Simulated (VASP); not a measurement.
A run of VASP 6.6.1 is set up as follows.

INCAR

```
PREC = Accurate
ENCUT = 520
EDIFF = 1E-7
ISMEAR = -1
SIGMA = 0.05
LREAL = False
LASPH = True
NELM = 120
ALGO = Normal
ISIF = 2
LWAVE = False
LCHARG = False
ISPIN = 2
MAGMOM = 1 0
LORBIT = 11
LMAXMIX = 4
GGA = PS
NBANDS = 18
```

File KPOINTS:

```
Automatic mesh
0
Gamma
  9 9 9
```

The input POSCAR:

```
AlNi
1.0
    2.8810000000      0.0000000000      0.0000000000
    0.0000000000      2.8810000000      0.0000000000
    0.0000000000      0.0000000000      2.8810000000
Ni Al
1 1
Direct
    0.4989740000      0.4745230000      0.4981530000
    0.0060500000      0.0109750000     -0.0022860000
```

Potentials or basis: VASP PAW PBE potentials, release 64 (Ni, Al).

Run with:

```console
$ cat potpaw_PBE.64/Ni/POTCAR potpaw_PBE.64/Al/POTCAR > POTCAR
$ mpirun -np 1 vasp_std > vasp.out
```

Q: Estimate the band gap on the k mesh.

A: None (metal or under the smearing width).

Q: Predict the largest force.

A: 0.618 eV/Å.

Forces on the atoms (eV/Å):
```
Ni   0.122  0.606 -0.007
Al  -0.122 -0.606  0.007
```

Caveat: the PAW data sets were made with another functional, which shifts forces and pressure a little.
